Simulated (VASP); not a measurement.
# F2 in VASP: notebook

The runs below take F2 through relaxation of the atoms, vibrations by finite differences, single point, with PBE+D3(BJ), PBE, RPBE, RPBE+D3(BJ).

Program: VASP 6.6.1. These are calculated values, not measurements. Logs are shortened: lines on timing, memory, paths and dates and some standing lists are left out, and cuts for length are marked.

### 1 The molecule as given

The cell holds a molecule in a box, 2 atoms: a = 11.851 Å, b = 12.351 Å, c = 12.851 Å, α = 90.00°, β = 90.00°, γ = 90.00°.

### 2 Relaxation of the atoms, PBE+D3(BJ)

Input file INCAR:

```
PREC = Accurate
ENCUT = 400
EDIFF = 1E-7
ISMEAR = 0
SIGMA = 0.01
LREAL = False
LASPH = True
NELM = 60
ALGO = Fast
ISIF = 2
LWAVE = False
LCHARG = False
GGA = PE
IVDW = 12
IBRION = 2
NSW = 120
EDIFFG = -0.03
ISYM = 0
```

Input file KPOINTS:

```
Automatic mesh
0
Gamma
  1 1 1
```

Input file POSCAR:

```
F
1.0
   11.8512268750      0.0000000000      0.0000000000
    0.0000000000     12.3512268750      0.0000000000
    0.0000000000      0.0000000000     12.8512268750
F
2
Selective dynamics
Direct
    0.5128225171      0.5587482883      0.4912183262  F F F
    0.4871774829      0.4493480734      0.5087816738  T T T
```

Potentials or basis: VASP PAW PBE potentials, release 64 (F).

The run is started by

```
$ cat potpaw_PBE.64/F/POTCAR > POTCAR
$ mpirun -np 1 vasp_gam > vasp.out
```

OUTCAR:

```text
PREC = Accurate
   ENCUT = 400
   EDIFF = 1E-7
   ISMEAR = 0
   LREAL = False
   LASPH = True
   NELM = 60
   ISIF = 2
   GGA = PE
   IVDW = 12
   IBRION = 2
   NSW = 120
   EDIFFG = -0.03
   ISYM = 0
 IVDW          = 12

 ion  position               nearest neighbor table
   1  0.513  0.559  0.491-   2 1.40
   2  0.487  0.449  0.509-   1 1.40

IMPORTANT INFORMATION: All symmetrisations will be switched off!
NOSYMM: (Re-)initialisation of all symmetry stuff for point group C_1.

----------------------------------------------------------------------------------------

                                     Primitive cell

  volume of cell :    1881.1265

  direct lattice vectors                    reciprocal lattice vectors
    11.851226875  0.000000000  0.000000000     0.084379450  0.000000000  0.000000000
     0.000000000 12.351226875  0.000000000     0.000000000  0.080963617  0.000000000
     0.000000000  0.000000000 12.851226875     0.000000000  0.000000000  0.077813582

  length of vectors
    11.851226875 12.351226875 12.851226875     0.084379450  0.080963617  0.077813582

  position of ions in fractional coordinates (direct lattice)
     0.512822517  0.558748288  0.491218326
     0.487177483  0.449348073  0.508781674

  ion indices of the primitive-cell ions
   primitive index   ion index
                 1           1
                 2           2

----------------------------------------------------------------------------------------

 KPOINTS: Automatic mesh

Automatic generation of k-mesh.
 Grid dimensions read from file:
 generate k-points for:    1    1    1

 Generating k-lattice:

  Cartesian coordinates                     Fractional coordinates (reciprocal lattice)
     0.084379450  0.000000000  0.000000000     1.000000000  0.000000000  0.000000000
     0.000000000  0.080963617  0.000000000     0.000000000  1.000000000  0.000000000
     0.000000000  0.000000000  0.077813582     0.000000000  0.000000000  1.000000000

  Length of vectors
     0.084379450  0.080963617  0.077813582

  Shift w.r.t. Gamma in fractional coordinates (k-lattice)
     0.000000000  0.000000000  0.000000000

 Subroutine IBZKPT returns following result:
 ===========================================

 Found      1 irreducible k-points:

 Following reciprocal coordinates:
            Coordinates               Weight
  0.000000  0.000000  0.000000      1.000000
   k-points           NKPTS =      1   k-points in BZ     NKDIM =      1   number of bands    NBANDS=     11
   number of dos      NEDOS =    301   number of ions     NIONS =      2
   total plane-waves  NPLWV = 564480
   dimension x,y,z NGX =    80 NGY =   84 NGZ =   84
   dimension x,y,z NGXF=   160 NGYF=  168 NGZF=  168
   ions per type =               2
   NGX,Y,Z   is equivalent  to a cutoff of  11.22, 11.31, 10.87 a.u.
   NGXF,Y,Z  is equivalent  to a cutoff of  22.44, 22.61, 21.73 a.u.
 SYSTEM =  unknown system
   PREC   = accura    normal or accurate (medium, high low for compatibility)
   ISTART =      0    job   : 0-new  1-cont  2-samecut
   ICHARG =      2    charge: 1-file 2-atom 10-const
   ISPIN  =      1    spin polarized calculation?
   LNONCOLLINEAR =      F non collinear calculations
   LSORBIT =      F    spin-orbit coupling
   LASPH  =      T    aspherical Exc in radial PAW
   ENCUT  =  400.0 eV  29.40 Ry    5.42 a.u.  19.33 20.14 20.96*2*pi/ulx,y,z
   NELM   =     60;   NELMIN=  2; NELMDL= -5     # of ELM steps
   EDIFF  = 0.1E-06   stopping-criterion for ELM
   LREAL  =      F    real-space projection
   EDIFFG = -.3E-01   stopping-criterion for IOM
   NSW    =    120    number of steps for IOM
   IBRION =      2    ionic relax: 0-MD 1-quasi-New 2-CG
   NFREE  =      1    steps in history (QN), initial steepest desc. (CG)
   ISIF   =      2    stress and relaxation
   ISYM   =      0    0-nonsym 1-usesym 2-fastsym
   POTIM  = 0.5000    time-step for ionic-motion
   TEBEG  =    0.0;   TEEND  =   0.0 temperature during run
   PSTRESS=    0.0 pullay stress
   NELECT =      14.0000    total number of electrons
   NUPDOWN=      -1.0000    fix difference up-down
   EMIN   =  10.00;   EMAX   =-10.00  energy-range for DOS
   EFERMI =   0.00;   METHOD = LEGACY
   ISMEAR =     0;   SIGMA  =   0.01  broadening in eV -4-tet -1-fermi 0-gaus
   EFERMI_NEDOS =   21; number of points for ismear=-14 and -15
   IALGO  =     68    algorithm
   IMIX   =      4    mixing-type and parameters
     AMIX     =   0.40;   BMIX     =  1.00
     AMIX_MAG =   1.60;   BMIX_MAG =  1.00
  volume/ion in A,a.u.               =     940.56      6347.23
  Fermi-wavevector in a.u.,A,eV,Ry     =   0.319628  0.604009  1.389999  0.102162
  Thomas-Fermi vector in A             =   1.205525
   LORBIT       =      0    0 simple, 1 ext, 2 COOP (PROOUT), +10 PAW based schemes
   GGA     = PE    functional components
   LHFCALC =     F    Hartree Fock is set to
   AEXX    =    0.0000 exact exchange contribution
   IVDW    =    12    specifies the selected vdW correction
   LEPSILON=     F    determine dielectric tensor
   LRPA    =     F    only Hartree local field effects (RPA)
 conjugate gradient relaxation of ions
 non-spin polarized calculation
 RMM-DIIS sequential band-by-band and
 Gauss-broadening in eV      SIGMA  =   0.01
  energy-cutoff  :      400.00
  volume of cell :     1881.13
 maximum number of plane-waves:     17096
 NGX is ok and might be reduce to    80
   NGX = 39   NGY = 41   NGZ = 41

--------------------------------------- Ionic step        1  -------------------------------------------

 number of electron      13.9999949 magnetization

 Free energy of the ion-electron system (eV)
  ---------------------------------------------------
  ext. energy  EPLUGINS =         0.00000000
  ---------------------------------------------------
  free energy    TOTEN  =        -3.59428683 eV

  energy without entropy =       -3.59428683  energy(sigma->0) =       -3.59428683

------------------------ aborting loop because EDIFF is reached ----------------------------------------

 Edisp (eV)   -0.00458

 E8    (eV) :    -0.0012

  FORCE on cell =-STRESS in cart. coord.  units (eV):
  Direction    XX          YY          ZZ          XY          YZ          ZX
  --------------------------------------------------------------------------------------
  -------------------------------------------------------------------------------------
  Total      -2.82463    -0.90171    -2.92982     0.46563    -0.34754    -0.07917
  in kB      -2.40577    -0.76800    -2.49536     0.39658    -0.29600    -0.06743
  external pressure =       -1.89 kB  Pullay stress =        0.00 kB

 VOLUME and BASIS-vectors are now :
 -----------------------------------------------------------------------------
  energy-cutoff  :      400.00
  volume of cell :     1881.13
      direct lattice vectors                 reciprocal lattice vectors
    11.851226875  0.000000000  0.000000000     0.084379450  0.000000000  0.000000000
     0.000000000 12.351226875  0.000000000     0.000000000  0.080963617  0.000000000
     0.000000000  0.000000000 12.851226875     0.000000000  0.000000000  0.077813582

 POSITION                                       TOTAL-FORCE (eV/Angst)
 -----------------------------------------------------------------------------------
      6.07758      6.90123      6.31276         0.168246      0.735397     -0.121553
      5.77365      5.55000      6.53847        -0.168246     -0.735397      0.121553
 -----------------------------------------------------------------------------------
    total drift:                                0.000358     -0.000891     -0.000154

  FREE ENERGIE OF THE ION-ELECTRON SYSTEM (eV)
  ---------------------------------------------------
  free  energy   TOTEN  =        -3.5988643085 eV

  energy  without entropy=       -3.5988643085  energy(sigma->0) =       -3.59886431

--------------------------------------- Ionic step        2  -------------------------------------------

 number of electron      13.9999948 magnetization

------------------------ aborting loop because EDIFF is reached ----------------------------------------

 Edisp (eV)   -0.00458

 E8    (eV) :    -0.0012

  FORCE on cell =-STRESS in cart. coord.  units (eV):
  Direction    XX          YY          ZZ          XY          YZ          ZX
  --------------------------------------------------------------------------------------
  -------------------------------------------------------------------------------------
  Total      -2.91659    -2.69092    -2.98118     0.06421    -0.04976    -0.01274
  in kB      -2.48409    -2.29188    -2.53911     0.05469    -0.04238    -0.01085
  external pressure =       -2.44 kB  Pullay stress =        0.00 kB

 VOLUME and BASIS-vectors are now :
 -----------------------------------------------------------------------------
  energy-cutoff  :      400.00
  volume of cell :     1881.13
      direct lattice vectors                 reciprocal lattice vectors
    11.851226875  0.000000000  0.000000000     0.084379450  0.000000000  0.000000000
     0.000000000 12.351226875  0.000000000     0.000000000  0.080963617  0.000000000
     0.000000000  0.000000000 12.851226875     0.000000000  0.000000000  0.077813582

 POSITION                                       TOTAL-FORCE (eV/Angst)
 -----------------------------------------------------------------------------------
      6.07758      6.90123      6.31276        -0.122833     -0.560694      0.094662
      5.76553      5.51452      6.54433         0.122833      0.560694     -0.094662
 -----------------------------------------------------------------------------------
    total drift:                               -0.001679     -0.000624      0.000403

  FREE ENERGIE OF THE ION-ELECTRON SYSTEM (eV)
  ---------------------------------------------------
  free  energy   TOTEN  =        -3.6012922053 eV

  energy  without entropy=       -3.6012922053  energy(sigma->0) =       -3.60129221

--------------------------------------- Ionic step        3  -------------------------------------------

 number of electron      13.9999946 magnetization

 Free energy of the ion-electron system (eV)
  ---------------------------------------------------
  ext. energy  EPLUGINS =         0.00000000
  ---------------------------------------------------
  free energy    TOTEN  =        -3.60173367 eV

  energy without entropy =       -3.60173367  energy(sigma->0) =       -3.60173367

 E-fermi :  -9.4043     XC(G=0):  -0.3416

 val. band max:       -9.4636392476   @ k =   0.0000   0.0000   0.0000
 cond. band min:      -6.0279478796   @ k =   0.0000   0.0000   0.0000
 fundamental gap:      3.4356913680
 Fermi energy:        -9.4042716295

 k-point     1 :       0.0000    0.0000    0.0000
  band No.  band energies     occupation
      1     -33.8843      2.00000
      2     -27.7491      2.00000
      3     -15.3567      2.00000
      4     -12.7533      2.00000
      5     -12.7530      2.00000
      6      -9.4651      2.00000
      7      -9.4636      2.00000
      8      -6.0279      0.00000
      9      -0.2669      0.00000
     10       0.5609      0.00000
     11       0.7327      0.00000

------------------------ aborting loop because EDIFF is reached ----------------------------------------

 Edisp (eV)   -0.00458

 E8    (eV) :    -0.0012

  FORCE on cell =-STRESS in cart. coord.  units (eV):
  Direction    XX          YY          ZZ          XY          YZ          ZX
  --------------------------------------------------------------------------------------
  -------------------------------------------------------------------------------------
  Total      -2.87579    -1.90185    -2.95838     0.24119    -0.18097    -0.04197
  in kB      -2.44934    -1.61983    -2.51969     0.20542    -0.15413    -0.03574
  external pressure =       -2.20 kB  Pullay stress =        0.00 kB

 VOLUME and BASIS-vectors are now :
 -----------------------------------------------------------------------------
  energy-cutoff  :      400.00
  volume of cell :     1881.13
      direct lattice vectors                 reciprocal lattice vectors
    11.851226875  0.000000000  0.000000000     0.084379450  0.000000000  0.000000000
     0.000000000 12.351226875  0.000000000     0.000000000  0.080963617  0.000000000
     0.000000000  0.000000000 12.851226875     0.000000000  0.000000000  0.077813582

 POSITION                                       TOTAL-FORCE (eV/Angst)
 -----------------------------------------------------------------------------------
      6.07758      6.90123      6.31276         0.003078     -0.000813      0.001153
      5.76927      5.53085      6.54163        -0.003078      0.000813     -0.001153
 -----------------------------------------------------------------------------------
    total drift:                               -0.000846      0.000170      0.000236

  FREE ENERGIE OF THE ION-ELECTRON SYSTEM (eV)
  ---------------------------------------------------
  free  energy   TOTEN  =        -3.6063116937 eV

  energy  without entropy=       -3.6063116937  energy(sigma->0) =       -3.60631169

 reached required accuracy - stopping structural energy minimisation
```

It took 2.9 min on 1 thread of Intel Xeon 6975P-C (Granite Rapids), shared host; peak memory 1.1 GiB.

What came out:

| Property | Result |
| --- | --- |
| Free energy | -3.6063 eV |
| Energy gained by relaxing | 3.7 meV/atom |
| Ionic steps | 3 |
| Gap between the frontier levels | 3.44 eV |
| Dispersion energy per atom | -0.002 eV |

The path:
```tsv
step	energy change (eV)	largest force (eV/Å)	pressure (GPa)
1	0.0000	0.7641	-0.19
2	-0.0024	0.5817	-0.24
3	-0.0074	0.0034	-0.22
```

Final structure:
```yaml
crystal:
  lattice:
    - [11.85123, 0.00000, 0.00000]
    - [0.00000, 12.35123, 0.00000]
    - [0.00000, 0.00000, 12.85123]
  atoms:
    - { symbol: F, position: [0.51282, 0.55875, 0.49122] }
    - { symbol: F, position: [0.48681, 0.44780, 0.50903] }
```

Levels at points of the mesh, in eV from the valence-band top:
```csv
k point,band 3,band 4,band 5,band 6,band 7,band 8,band 9,band 10,band 11
"(0.00, 0.00, 0.00)",-5.89,-3.29,-3.29,0.00,0.00,3.44,9.20,10.02,10.20
```

Caveat: the cutoff is under 1.25 times the usual one of these potentials, so pressure, stress and relaxed cells hold a basis-set (Pulay) error.

### 3 Vibrations by finite differences, PBE+D3(BJ)

Input file INCAR:

```
SYSTEM = F
  ALGO = Fast
  EDIFF = 1E-7
  ENCUT = 400
  GGA = PE
  IBRION = 5
  ISIF = 2
  ISMEAR = 0
  ISYM = 0
  IVDW = 12
  LASPH = .True.
  LCHARG = .False.
  LREAL = .False.
  LWAVE = .False.
  NELM = 60
  NFREE = 2
  NSW = 1
  POTIM = 0.015
  PREC = Accurate
  SIGMA = 0.01
```

Input file KPOINTS:

```
k-points
0
Gamma
  1 1 1
  0 0 0
```

Input file POSCAR:

```
F                                       
1.0
   11.8512268750      0.0000000000      0.0000000000
    0.0000000000     12.3512268750      0.0000000000
    0.0000000000      0.0000000000     12.8512268750
  F             
     2
Selective dynamics
Direct
0.5128225170999983  0.5587482883000021  0.4912183261999985  T T T
0.4868078554656727  0.4477978467614522  0.5090279391573285  T T T
```

Potentials or basis: VASP PAW PBE potentials, release 64 (F).

The run is started by

```
$ cat potpaw_PBE.64/F/POTCAR > POTCAR
$ mpirun -np 1 vasp_gam > vasp.out
```

OUTCAR:

```text
SYSTEM = F
   EDIFF = 1E-7
   ENCUT = 400
   GGA = PE
   IBRION = 5
   ISIF = 2
   ISMEAR = 0
   ISYM = 0
   IVDW = 12
   LASPH = .True.
   LREAL = .False.
   NELM = 60
   NFREE = 2
   NSW = 1
   POTIM = 0.015
   PREC = Accurate
 IVDW          = 12

 ion  position               nearest neighbor table
   1  0.513  0.559  0.491-   2 1.42
   2  0.487  0.448  0.509-   1 1.42

IMPORTANT INFORMATION: All symmetrisations will be switched off!
NOSYMM: (Re-)initialisation of all symmetry stuff for point group C_1.

----------------------------------------------------------------------------------------

                                     Primitive cell

  volume of cell :    1881.1265

[... 337 lines left out ...]
  band No.  band energies     occupation
      1     -33.9136      2.00000
      2     -27.7338      2.00000
      3     -15.3659      2.00000
      4     -12.7647      2.00000
      5     -12.7643      2.00000
      6      -9.4554      2.00000
      7      -9.4540      2.00000
      8      -5.9898      0.00000
      9      -0.2666      0.00000
     10       0.5607      0.00000
     11       0.7332      0.00000
[... 31 lines left out ...]
  FREE ENERGIE OF THE ION-ELECTRON SYSTEM (eV)
  ---------------------------------------------------
  free  energy   TOTEN  =        -3.6062400435 eV

  energy  without entropy=       -3.6062400435  energy(sigma->0) =       -3.60624004

 SECOND DERIVATIVES (NOT SYMMETRIZED)
 ------------------------------------
               1X          1Y          1Z          2X          2Y          2Z
  1X    -1.635070   -7.538645    1.266138    1.635070    7.538645   -1.266138
  1Y    -7.552728  -33.501875    5.600431    7.552728   33.501875   -5.600431
  1Z     1.266462    5.591007   -0.882170   -1.266462   -5.591007    0.882170
  2X     1.654423    7.536651   -1.265532   -1.654423   -7.536651    1.265532
  2Y     7.547496   33.521931   -5.608459   -7.547496  -33.521931    5.608459
  2Z    -1.265603   -5.596127    0.871640    1.265603    5.596127   -0.871640

 Eigenvectors and eigenvalues of the dynamical matrix
 ----------------------------------------------------

   1 f  =   30.494214 THz   191.600798 2PiTHz 1017.177492 cm-1   126.113879 meV
             X         Y         Z           dx          dy          dz
      6.077576  6.901227  6.312758    -0.153064   -0.680832    0.113591
      5.769270  5.530853  6.541634     0.153085    0.681022   -0.113620
[... 21 lines left out ...]
   6 f/i=    1.266766 THz     7.959326 2PiTHz   42.254769 cm-1     5.238921 meV
             X         Y         Z           dx          dy          dz
      6.077576  6.901227  6.312758    -0.430279    0.018788   -0.559048
      5.769270  5.530853  6.541634     0.365817    0.034158    0.605791
```

stdout:

```text
POSCAR found type information on POSCAR F
 POSCAR found :  1 types and       2 ions
 scaLAPACK will be used
 LDA part: xc-table for (Slater+PW92), standard interpolation
 POSCAR, INCAR and KPOINTS ok, starting setup
 FFT: planning ... GRIDC
 FFT: planning ... GRID_SOFT
 FFT: planning ... GRID
 WAVECAR not read
 entering main loop
 Finite differences POTIM= 0.01500 DOF=   6
 bond charge predicted
 Finite differences progress:
 bond charge predicted
 Finite differences progress:
 bond charge predicted
 Finite differences progress:
 bond charge predicted
 Finite differences progress:
 bond charge predicted
 Finite differences progress:
 bond charge predicted
 Finite differences progress:
 bond charge predicted
 Finite differences progress:
 bond charge predicted
 Finite differences progress:
 bond charge predicted
 Finite differences progress:
 bond charge predicted
 Finite differences progress:
 bond charge predicted
 Finite differences progress:
 bond charge predicted
 Finite differences progress:
```

Wall time 11 min (1 thread of Intel Xeon 6975P-C (Granite Rapids), shared host); peak memory 1.1 GiB.

Results:

```
Highest phonon frequency at Γ : 1017 cm⁻¹
Most unstable mode            : 42i cm⁻¹
Dispersion energy per atom    : -0.002 eV
```

Phonon frequencies in cm⁻¹ (negative: imaginary):
| q point | frequencies |
| --- | --- |
| (0.000, 0.000, 0.000) | -42 -37 0 2 4 1017 |

Caveat: the cutoff is under 1.25 times the usual one of these potentials, so pressure, stress and relaxed cells hold a basis-set (Pulay) error; some modes are imaginary.

[end of part 1 of 2]
